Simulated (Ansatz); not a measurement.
Wanted: the native input for an Ansatz 0.2.0 run.

```yaml
Task: single point
Functional: PBE
Potentials_or_basis: Ansatz PAW
Cutoff: "420 eV (not typed: the program's choice for these potentials)"
k_mesh: 7 × 7 × 7
Occupations: gaussian, width 0.017 eV
Spin: no spin polarisation
```

Crystal: TePb.

```
Pb Te
1.0
     0.00000    3.23100    3.23100
     3.23100    0.00000    3.23100
     3.23100    3.23100    0.00000
Pb Te
1 1
Direct
  0.00000 0.00000 0.00000
  0.50000 0.50000 0.50000
```

The input as run:

input.yaml

```yaml
crystal:
  lattice:
    - [0.0, 3.231, 3.231]
    - [3.231, 0.0, 3.231]
    - [3.231, 3.231, 0.0]
  atoms:
    - { symbol: Pb, position: [0.0, 0.0, 0.0] }
    - { symbol: Te, position: [0.5, 0.5, 0.5] }
hamiltonian:
  xc: pbe
  pseudopotentials: { kind: paw }
kpoints:
  mp_grid: { grid: [7, 7, 7] }
scf:
  occupations: { method: gaussian, width: 0.017 }
output:
  forces: true
  stress: true
  eigenvalues: true
```

Potentials or basis: Ansatz PAW.

The run is started by

```console
$ ansatz run input.yaml --threads 2 --pin off --max-ram 5632MiB --backend cpu --events-out ev --progress --plain --runs-dir out
```

It gave:

| Property | Result |
| --- | --- |
| Pressure | 2.1 GPa |

Caveat: this odd mesh misses L, where the gap lies, so gap, dielectric constants and Born charges aren't listed.

Wall time 1.1 s on 2 threads of Arm Neoverse V1, with other jobs on the host, peak memory 0.33 GiB.
